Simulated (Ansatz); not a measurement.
Molecular dynamics of Li

Input:

```yaml
accuracy: low
crystal:
  lattice:
    - [6.98, 0.0, 0.0]
    - [0.0, 6.98, 0.0]
    - [0.0, 0.0, 6.98]
  atoms:
    - { symbol: Li, position: [-0.01550972, 0.06633877, -0.02646966] }
    - { symbol: Li, position: [0.55369826, 0.08370066, -0.07809578] }
    - { symbol: Li, position: [-0.05060756, 0.47042291, 0.00285823] }
    - { symbol: Li, position: [-0.07893803, 0.02095596, 0.48290392] }
    - { symbol: Li, position: [0.2359231, 0.19961492, 0.25305343] }
    - { symbol: Li, position: [0.42655621, 0.49405137, -0.03012696] }
    - { symbol: Li, position: [0.47213308, -0.05667666, 0.53415908] }
    - { symbol: Li, position: [0.73397971, 0.25936975, 0.28713312] }
    - { symbol: Li, position: [-0.01315009, 0.476743, 0.5047929] }
    - { symbol: Li, position: [0.10634443, 0.76573318, 0.21701232] }
    - { symbol: Li, position: [0.28410981, 0.21246299, 0.77949258] }
    - { symbol: Li, position: [0.50170665, 0.49444976, 0.5139645] }
    - { symbol: Li, position: [0.75197654, 0.7603638, 0.22430756] }
    - { symbol: Li, position: [0.743375, 0.30078454, 0.69487731] }
    - { symbol: Li, position: [0.17362747, 0.73000755, 0.73458763] }
    - { symbol: Li, position: [0.79816622, 0.75568897, 0.76129316] }
basis:
  ecutwfc: 420.0
kpoints:
  mp_grid: { grid: [3, 3, 3] }
hamiltonian:
  xc: pbe
  dispersion: d3bj
scf:
  occupations: { method: fermi_dirac, width: 0.1 }
  lower_state_search: "off"
md:
  timestep: 1
  n_steps: 69
  ensemble: nvt_langevin
  temperature: 720.0
  initial_velocities: maxwell_boltzmann
  seed: 468583
  friction: 0.02
  temperature_schedule:
    - { n_steps: 52, end_temperature: 300.0 }
    - { n_steps: 17, end_temperature: 300.0 }
```

Launched with:

```bash
$ ansatz run input.yaml --threads 1 --pin off --max-ram 3072MiB --backend cpu --events-out ev --progress --plain --runs-dir out
```

It goes on from the last frame of an earlier run, with new velocities.

Output, in part (one step line in 3):

```
md step     0: t =     0.00 fs  T =   675.0 K (target 720.0 K)  F+E_penalty+E_count = -3276.01487764 eV  E_kin = 1.396008 eV  (8 SCF iters)
md step     3: t =     3.00 fs  T =   542.1 K (target 699.8 K)  F+E_penalty+E_count = -3275.91181744 eV  E_kin = 1.121203 eV  (6 SCF iters)
md step     6: t =     6.00 fs  T =   674.1 K (target 675.6 K)  F+E_penalty+E_count = -3275.86940429 eV  E_kin = 1.394203 eV  (5 SCF iters)
md step     9: t =     9.00 fs  T =   690.5 K (target 651.3 K)  F+E_penalty+E_count = -3275.87621508 eV  E_kin = 1.428104 eV  (5 SCF iters)
md step    12: t =    12.00 fs  T =   772.2 K (target 627.1 K)  F+E_penalty+E_count = -3275.91610781 eV  E_kin = 1.597116 eV  (5 SCF iters)
md step    15: t =    15.00 fs  T =   662.9 K (target 602.9 K)  F+E_penalty+E_count = -3275.94904300 eV  E_kin = 1.370924 eV  (4 SCF iters)
md step    18: t =    18.00 fs  T =   690.3 K (target 578.7 K)  F+E_penalty+E_count = -3275.97873485 eV  E_kin = 1.427649 eV  (5 SCF iters)
md step    21: t =    21.00 fs  T =   696.1 K (target 554.4 K)  F+E_penalty+E_count = -3276.02821693 eV  E_kin = 1.439723 eV  (4 SCF iters)
md step    24: t =    24.00 fs  T =   767.8 K (target 530.2 K)  F+E_penalty+E_count = -3276.08670196 eV  E_kin = 1.587925 eV  (5 SCF iters)
md step    27: t =    27.00 fs  T =   753.1 K (target 506.0 K)  F+E_penalty+E_count = -3276.14404827 eV  E_kin = 1.557591 eV  (5 SCF iters)
md step    30: t =    30.00 fs  T =   733.7 K (target 481.7 K)  F+E_penalty+E_count = -3276.19123147 eV  E_kin = 1.517421 eV  (6 SCF iters)
md step    33: t =    33.00 fs  T =   646.1 K (target 457.5 K)  F+E_penalty+E_count = -3276.21194853 eV  E_kin = 1.336149 eV  (5 SCF iters)
md step    36: t =    36.00 fs  T =   665.5 K (target 433.3 K)  F+E_penalty+E_count = -3276.22853786 eV  E_kin = 1.376368 eV  (4 SCF iters)
md step    39: t =    39.00 fs  T =   598.6 K (target 409.0 K)  F+E_penalty+E_count = -3276.23953854 eV  E_kin = 1.237935 eV  (5 SCF iters)
md step    42: t =    42.00 fs  T =   570.7 K (target 384.8 K)  F+E_penalty+E_count = -3276.26582130 eV  E_kin = 1.180261 eV  (4 SCF iters)
md step    45: t =    45.00 fs  T =   616.9 K (target 360.6 K)  F+E_penalty+E_count = -3276.29138471 eV  E_kin = 1.275859 eV  (5 SCF iters)
md step    48: t =    48.00 fs  T =   611.3 K (target 336.3 K)  F+E_penalty+E_count = -3276.32842937 eV  E_kin = 1.264244 eV  (4 SCF iters)
md step    51: t =    51.00 fs  T =   617.7 K (target 312.1 K)  F+E_penalty+E_count = -3276.36525520 eV  E_kin = 1.277526 eV  (4 SCF iters)
md step    54: t =    54.00 fs  T =   567.2 K (target 300.0 K)  F+E_penalty+E_count = -3276.38823002 eV  E_kin = 1.173098 eV  (5 SCF iters)
md step    57: t =    57.00 fs  T =   616.8 K (target 300.0 K)  F+E_penalty+E_count = -3276.40700878 eV  E_kin = 1.275583 eV  (4 SCF iters)
md step    60: t =    60.00 fs  T =   656.4 K (target 300.0 K)  F+E_penalty+E_count = -3276.44194910 eV  E_kin = 1.357464 eV  (6 SCF iters)
md step    63: t =    63.00 fs  T =   677.4 K (target 300.0 K)  F+E_penalty+E_count = -3276.48906244 eV  E_kin = 1.401055 eV  (4 SCF iters)
md step    66: t =    66.00 fs  T =   802.3 K (target 300.0 K)  F+E_penalty+E_count = -3276.54653680 eV  E_kin = 1.659296 eV  (4 SCF iters)
md step    69: t =    69.00 fs  T =   777.8 K (target 300.0 K)  F+E_penalty+E_count = -3276.60348412 eV  E_kin = 1.608688 eV  (5 SCF iters)
```

All steps were run. The schedule's set-point averaged 335 K over the second half and the system 642 K, so it lags behind the ramp. A run of 0.069 ps of so small a system gives no equilibrium averages. Limits of this set-up: coarse k mesh, low accuracy level.

Mean squared displacements from the first frame to the last, about the centre of mass: Li 0.45 Å².

Last frame:

```xyz
16
Lattice="6.9800 0.0000 0.0000 0.0000 6.9800 0.0000 0.0000 0.0000 6.9800" Properties=species:S:1:pos:R:3
Li -0.383 -0.259 -0.094
Li 3.354 0.373 -0.395
Li -0.365 3.082 -0.107
Li 0.019 -0.484 3.867
Li 1.570 1.387 1.971
Li 3.373 3.904 0.244
Li 2.885 -0.251 3.581
Li 4.697 1.724 1.764
Li 0.069 3.646 2.912
Li 1.951 5.276 1.507
Li 1.288 2.090 5.168
Li 3.059 3.654 3.824
Li 5.125 5.325 1.935
Li 5.295 1.599 4.657
Li 1.391 4.932 5.610
Li 5.003 4.823 5.371
```

Run time: 13 min on 1 thread of Arm Neoverse V1 (shared host), peak memory 0.56 GiB.
